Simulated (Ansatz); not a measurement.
A run of Ansatz 0.2.0 is set up as follows.

Contents of input.yaml:

```yaml
crystal:
  lattice:
    - [-1.582345, 1.582345, 1.582345]
    - [1.582345, -1.582345, 1.582345]
    - [1.582345, 1.582345, -1.582345]
  atoms:
    - { symbol: W, position: [0.0, 0.0, 0.0] }
kpoints:
  mp_grid: { grid: [12, 12, 12] }
scf:
  occupations: { method: fermi_dirac, width: 0.05 }
hamiltonian:
  xc: lda
  pseudopotentials: { kind: all_electron, lapw: { basis_error: 0.001 } }
output:
  forces: true
  stress: true
relax:
  f_tol: 0.005
  max_steps: 60
  cell: {}
```

Potentials or basis: all-electron LAPW, scalar-relativistic.

Run with:

```bash
$ ansatz run input.yaml --threads 1 --pin off --max-ram 3072MiB --backend cpu --events-out ev --progress --plain --runs-dir out
```

**Question.** Estimate the relaxed cell.

**Answer.** a = 2.714 Å, b = 2.714 Å, c = 2.714 Å, α = 109.47°, β = 109.47°, γ = 109.47°.

**Question.** What does it give for the space group after relaxing (to 0.05 Å)?

**Answer.** Im-3m (No. 229).

The path:
```
step  energy change (eV)  largest force (eV/Å)  volume (Å³)
   1              0.0000                0.0000        15.85
   2             -0.0127                0.0000        15.45
   3             -0.0128                0.0000        15.40
   4             -0.0128                0.0000        15.40
```

The run has no spin-orbit coupling, so splittings on W are missing. Zero-point motion and thermal expansion aren't in these numbers.
